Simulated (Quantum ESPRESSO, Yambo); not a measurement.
# A GW chain in Yambo: BeTe (F-43m), part 3 of 3

How does a plane-wave GW calculation on BeTe (F-43m) run from the first input to the gap?

Quantum ESPRESSO 7.5 and Yambo 5.3.0; PBE and many-body steps on it, plane waves. Known limits of the many-body steps: not at the basis limit; exchange with frozen shells missing; no spin-orbit coupling; coarse k mesh.

So far. Step 3 (Bands along the symmetry lines): The gap is 1.864 eV, as in the run before at this level. Step 4 (Empty states on the mesh, 4×4×4 mesh, 106 bands): On this mesh the gap is 1.864 eV.

The database entry behind the starting cell differs from later determinations by our own check (an axis about 1.5 % short against later determinations), so it need not match the best structure at ambient conditions.

## Step 6: Screening and self-energy, 4×4×4 mesh, 106 bands, screening to 129.3 eV

G0W0 replaces the xc potential by the self-energy, built once from these orbitals. Only a window of levels is corrected, while the sums run over the empty bands that the input names.

This step: G0W0 on PBE, plane waves, norm-conserving pseudopotentials.

Contents of gw1.in:

```
HF_and_locXC
gw0
dyson
ppa
em1d
rim_cut
RandQpts= 1000000
RandGvec= 1 RL
EXXRLvcs= 76 Ry
VXCRLvcs= 304 Ry
Chimod= "HARTREE"
% BndsRnXp
 1 | 106 |
%
NGsBlkXp= 9.5 Ry
% LongDrXp
 1 | 1 | 1 |
%
% GbndRnge
 1 | 106 |
%
DysSolver= "n"
ExtendOut
PPAPntXp= 27.21138 eV
% QPkrange
 1 | 8 | 8 | 14 |
%
```

The run is started by

```bash
OMP_NUM_THREADS=1 mpirun -n 4 yambo -F gw1.in -J gw1 -C gw1 > gw1.log
```

Log:

```text
 Yambo, version 5.3.0

 [02] CORE Variables Setup
 =========================

  [... cell, symmetries and grids as in the set-up ...]

  [02.05] Energies & Occupations
  ==============================

  [X] === General ===
  [X] Electronic Temperature                        :  0.000000  0.000000 [eV K]
  [X] Bosonic    Temperature                        :  0.000000  0.000000 [eV K]
  [X] Finite Temperature mode                       : no
  [X] El. density                                   :  0.47050E+24 [cm-3]
  [X] Fermi Level                                   :  8.437427 [eV]

  [X] === Gaps and Widths ===
  [X] Conduction Band Min                           :  1.864207 [eV]
  [X] Valence Band Max                              :  0.000000 [eV]
  [X] Filled Bands                                  :  10
  [X] Empty Bands                                   :   11  106
  [X] Direct Gap                                    :  3.605898 [eV]
  [X] Direct Gap localized at k                     :  1
  [X] Indirect Gap                                  :  1.864207 [eV]
  [X] Indirect Gap between kpts                     :   1   7
  [X] Last valence band width                       :  3.441678 [eV]
  [X] 1st conduction band width                     :  3.469896 [eV]

 [03] Transferred momenta grid and indexing
 ==========================================

 IBZ Q-points                                      :   8
 BZ  Q-points                                      :   64

 K/Q-points units:
 rlu = crystal or reduced units; cc = cartesian coordinates; iku = interal k-units

 Q [1]          [rlu]:  0.000000  0.000000  0.000000
 Q [2]          [rlu]: -0.61447E-17 -0.61447E-17  0.25000
 Q [3]          [rlu]:  0.12289E-16  0.12289E-16 -0.50000
 Q [4]          [rlu]:  0.22146E-16  0.25000      0.25000
 Q [5]          [rlu]: -0.24636E-16  0.25000      0.50000
 Q [6]          [rlu]:  0.12289E-16  0.25000     -0.25000
 Q [7]          [rlu]: -0.44291E-16 -0.50000     -0.50000
 Q [8]          [rlu]:  0.250000 -0.500000 -0.250000

 [04] Coloumb potential Random Integration (RIM)
 ===============================================

  [04.01] RIM initialization
  ==========================

  * Diagonal components only detected *

  8 x (sBL volume)        :  0.108090 [a.u.]
  sBZ random points       :  1000000
  Points outside the sBZ  :   7987327
  RL volume               :  0.864716 [a.u.]
  Integrated volume       :  0.866088 [a.u.]

  [04.02] RIM integrals
  =====================

  Gamma point sphere radius             :  0.086406 [a.u.]
  Points outside the sphere             :   799513
  [Int_sBZ(q=0) 1/q^2]*(Vol_sBZ)^(-1/3) =:  7.764325
                                 should be <:  7.795600

  Summary of Coulomb integrals for non-metallic bands |Q|[au] RIM/Bare

  Q [1] 0.100000E-4 0.995988 * Q [2] 0.259879 1.065884
  Q [4] 0.300083 1.064810 * Q [6] 0.424381 1.027704
  Q [5] 0.497631 1.020409 * Q [3] 0.519759 1.018308
  Q [7] 0.600166 1.014905 * Q [8] 0.671006 1.011860

 [05] Dipoles
 ============

  [05.01] Setup: observables and procedures
  =========================================

 [06] Dynamic Dielectric Matrix (PPA)
 ====================================

 [WR./gw1//ndb.pp]---------------------------------------------------------------
  Brillouin Zone Q/K grids (IBZ/BZ)                :    8   64    8   64
  RL vectors                                       :   3943 [WF]
  Coulomb cutoff potential                         : none
  Electronic Temperature                           :  0.000000 [K]
  Bosonic    Temperature                           :  0.000000 [K]
  PPA    diel. fun.  energies                      : Perdew, Burke & Ernzerhof(X)+Perdew, Burke & Ernzerhof(C)
  wavefunctions                                    : Perdew, Burke & Ernzerhof(X)+Perdew, Burke & Ernzerhof(C)
  Global Gauge                                     : length
  X matrix size                                    :  181
  X band range                                     :    1  106
  X e/h energy range                               : -1.000000 -1.000000 [eV]
  X Time ordering                                  : R
  X Hxc Kernel                                     : HARTREE
  X Drude frequency                                :  0.000000  0.000000
  X poles                                          :  100.0000 [o/o]
  RL vectors in the sum                            :   3943
  [r,Vnl] included                                 : yes
  Field direction                                  :  0.577350E-5  0.577350E-5  0.577350E-5
  BZ energy Double Grid                            : no
  BZ energy DbGd points                            : 0
  BZ Q point size factor                           : -1.000000
  X Optical Averaged directions                    : none

 [07] Local Exchange-Correlation + Non-Local Fock
 ================================================

 [VXC] Plane waves :  25749
 [EXS] Plane waves :   3215

 QP @ state[ 1 ] K range:   1   8
 QP @ state[ 1 ] b range:   8  14

 [xc] Functional : Perdew, Burke & Ernzerhof(X)+Perdew, Burke & Ernzerhof(C)
 [xc] LIBXC used to calculate xc functional
  PP Number of Atomic Species                      :  2
  NLCC RL compoments                               :  25749
  PP Number of Atomic Species                      :  2
  NLCC RL compoments                               :  25749

 [xc] E_xc :  -12.33430 [Ha]
      E_xc :  -24.66860 [Ry]

  Local XC kind (lXC) : Perdew, Burke & Ernzerhof(X)+Perdew, Burke & Ernzerhof(C)
  Non-Local XC kind (nlXC) : Hartree-Fock

  Corrections @ K [1] :  [eV]
 <8|nlXC|8> = -15.32532 -0.78294E-17 <8|lXC|8> = -12.66958  0.18882E-15
 <9|nlXC|9> = -15.32531  0.35120E-17 <9|lXC|9> = -12.66958 -0.18882E-15
 <10|nlXC|10> = -15.32529  0.13159E-16 <10|lXC|10> = -12.66958 -0.17802E-20
 <11|nlXC|11> = -5.826640 -0.29586E-17 <11|lXC|11> = -10.43605  0.18883E-15
 <12|nlXC|12> = -5.826448  0.34857E-18 <12|lXC|12> = -10.43605 -0.37769E-15
 <13|nlXC|13> = -5.826692 -0.12368E-17 <13|lXC|13> = -10.43605  0.47208E-16
 <14|nlXC|14> = -7.114840  0.16778E-17 <14|lXC|14> = -11.79168  0.12137E-18

  Corrections @ K [2] :  [eV]
 <8|nlXC|8> = -14.96733  0.32135E-17 <8|lXC|8> = -11.43356 -0.94396E-16
 <9|nlXC|9> = -14.98248 -0.42042E-17 <9|lXC|9> = -12.27199  0.61095E-22
 <10|nlXC|10> = -14.98270  0.33271E-17 <10|lXC|10> = -12.27199 -0.18882E-15
[...]
Corrections @ K [3] :  [eV]
[...]
Corrections @ K [4] :  [eV]
[...]
Corrections @ K [5] :  [eV]
[...]
[... 2 further k-points ...]
  Corrections @ K [8] :  [eV]
[...]
<10|nlXC|10> = -14.13663 -0.15107E-16 <10|lXC|10> = -10.80584  0.15490E-16
 <11|nlXC|11> = -5.756420  0.45322E-17 <11|lXC|11> = -9.786127 -0.94408E-16
 <12|nlXC|12> = -4.589908 -0.39260E-17 <12|lXC|12> = -9.656726  0.43403E-19
 <13|nlXC|13> = -5.070831  0.65245E-19 <13|lXC|13> = -10.52350  0.25412E-19
 <14|nlXC|14> = -6.373159 -0.15346E-17 <14|lXC|14> = -11.49085  0.47083E-16

  [07.01] Hartree-Fock occupations report
  =======================================

  [Hartree-Fock] === General ===
  [Hartree-Fock] Electronic Temperature             :  0.000000  0.000000 [eV K]
  [Hartree-Fock] Bosonic    Temperature             :  0.000000  0.000000 [eV K]
  [Hartree-Fock] Finite Temperature mode            : no
  [Hartree-Fock] El. density                        :  0.47050E+24 [cm-3]
  [Hartree-Fock] Fermi Level                        :  8.437427 [eV]

  [Hartree-Fock] === Gaps and Widths ===
  [Hartree-Fock] Conduction Band Min                :  5.799598 [eV]
  [Hartree-Fock] Valence Band Max                   : -2.655710 [eV]
  [Hartree-Fock] Filled Bands                       :  10
  [Hartree-Fock] Empty Bands                        :   11  106
  [Hartree-Fock] Direct Gap                         :  10.87102 [eV]
  [Hartree-Fock] Direct Gap localized at k          :  1
  [Hartree-Fock] Indirect Gap                       :  8.455309 [eV]
  [Hartree-Fock] Indirect Gap between kpts          :   1   7
  [Hartree-Fock] Last valence band width            :  4.116763 [eV]
  [Hartree-Fock] 1st conduction band width          :  3.564212 [eV]

 [08] Dyson equation: Newton solver
 ==================================

  [08.01] G0W0 (W PPA)
  ====================

  [  GW  ] Bands range     :    1  106
  [GW/PPA] G damping       :  0.100000 [eV]

  QP @ state[ 1 ] K range:   1   8
  QP @ state[ 1 ] b range:   8  14

   Sc/G bands                                       :    1  106
   Sc/G damping                                     :  0.100000 ev
   Sc bands terminator                              : no
   Sx RL components                                 :   3215

   QP @ state[ 1 ] K range                          :   1   8
   QP @ state[ 1 ] b range                          :   8  14
   GF energies kind                                 : Perdew, Burke & Ernzerhof(X)+Perdew, Burke & Ernzerhof(C)
   GF WF`s kind                                     : Perdew, Burke & Ernzerhof(X)+Perdew, Burke & Ernzerhof(C)
   Xs energies kind                                 : Perdew, Burke & Ernzerhof(X)+Perdew, Burke & Ernzerhof(C)
   Xs WF`s kind                                     : Perdew, Burke & Ernzerhof(X)+Perdew, Burke & Ernzerhof(C)

 [11] Game Over & Game summary
```

Wall time 3 min (4 MPI ranks of Arm Neoverse V1, shared host); peak memory 1.5 GiB.

This step gave:

```
G0W0 gap on the mesh                         : 3.225 eV
starting gap on the mesh                     : 1.864 eV
k of the valence top                         : 0, 0, 0
k of the conduction bottom                   : 0, -0.5, -0.5
least direct G0W0 gap on the computed points : 5.245 eV
Z at the valence top                         : 0.8092
Z at the conduction bottom                   : 0.8203
```

The gap on the mesh goes from 1.86 eV to 3.22 eV, a correction of +1.36 eV.

Limits: finite bands, cutoff and mesh; exchange with frozen shells missing; no spin-orbit coupling; coarse k mesh. v1 is the top filled band, c1 the lowest empty one. Levels before and after the correction, in eV, zero at the valence-band top of each column:

|  | conduction bottom | valence top |
| --- | --- | --- |
| Kohn-Sham | 1.86 | 0.00 |
| G0W0 | 3.22 | 0.00 |

|  | level | energy (eV) |
| --- | --- | --- |
| Kohn-Sham | Γ v3-v1 | 0.000 |
| Kohn-Sham | Γ c1-c3 | 3.606 |
| Kohn-Sham | Γ c4 | 4.207 |
| Kohn-Sham | (0 -0.5 -0.5) v3 | -5.370 |
| Kohn-Sham | (0 -0.5 -0.5) v2-v1 | -2.823 |
| Kohn-Sham | (0 -0.5 -0.5) c1 | 1.864 |
| Kohn-Sham | (0 -0.5 -0.5) c2 | 2.622 |
| Kohn-Sham | (0 -0.5 -0.5) c3-c4 | 10.120 |
| G0W0 | Γ v3-v1 | 0.000 |
| G0W0 | Γ c1-c3 | 5.245 |
| G0W0 | Γ c4 | 5.665 |
| G0W0 | (0 -0.5 -0.5) v3 | -5.473 |
| G0W0 | (0 -0.5 -0.5) v2-v1 | -2.849 |
| G0W0 | (0 -0.5 -0.5) c1 | 3.225 |
| G0W0 | (0 -0.5 -0.5) c2 | 4.143 |
| G0W0 | (0 -0.5 -0.5) c3-c4 | 11.729 |

## Step 7: Where the time went

Times are wall times on the hardware named with each run, good to a factor of about two.

| step | time | share | memory (GiB) |
| --- | --- | --- | --- |
| ground state | 5.2 s | 3 % | 0.24 |
| bands along the symmetry lines | 4.9 s | 2 % | 0.21 |
| empty states on the mesh | 6.4 s | 3 % | 0.31 |
| conversion and set-up | 2.3 s | 1 % | 0.24 |
| screening and self-energy | 3 min | 91 % | 1.5 |

## Step 8: Summary of results

| Quantity | Value |
| --- | --- |
| PBE gap | 1.86 eV, indirect |
| G0W0 gap on the mesh | 3.22 eV |
| GW settings | 4×4×4 mesh, 106 bands, screening to 129.3 eV, Godby-Needs plasmon pole |
| known limits | not at the basis limit; exchange with frozen shells missing; no spin-orbit coupling; coarse k mesh |

What this shows: G0W0 moves the gap on the mesh from 1.86 eV to 3.22 eV (+1.36 eV), with Z of 0.81 and 0.82 at the edges. The dearest step here is «screening and self-energy». Bands and cutoff are finite, so the gap is not at the basis limit. The miss can reach some tenths of an eV and take either sign; the mesh is an error of its own. The 4×4×4 mesh is coarse for this cell, which bears on the long-range parts of exchange and screening. The norm-conserving file of at least one element keeps a d shell over frozen s and p shells of the same row. Exchange with those shells is missing from the self-energy, an error of 0.3 to 0.9 eV in cases checked, whose sign depends on which edge lies on those atoms. The many-body steps are scalar-relativistic: spin-orbit coupling is not in them.

[Paths, hosts, dates, memory and timing lines, banners, echoed tables and standing remarks are left out of the program output.]

[Logs are printed without paths, hosts, clocks, repeated set-up lines and the standing remarks that a program may print on its own settings, such as how far it seeks lower states.]

[Runs of the session that timed out or met a known fault of the program may be left out.]

[Hosts, paths, dates, database ids (printed as entryN), source tags and the programs' standing remarks are cut or masked in the printed files.]
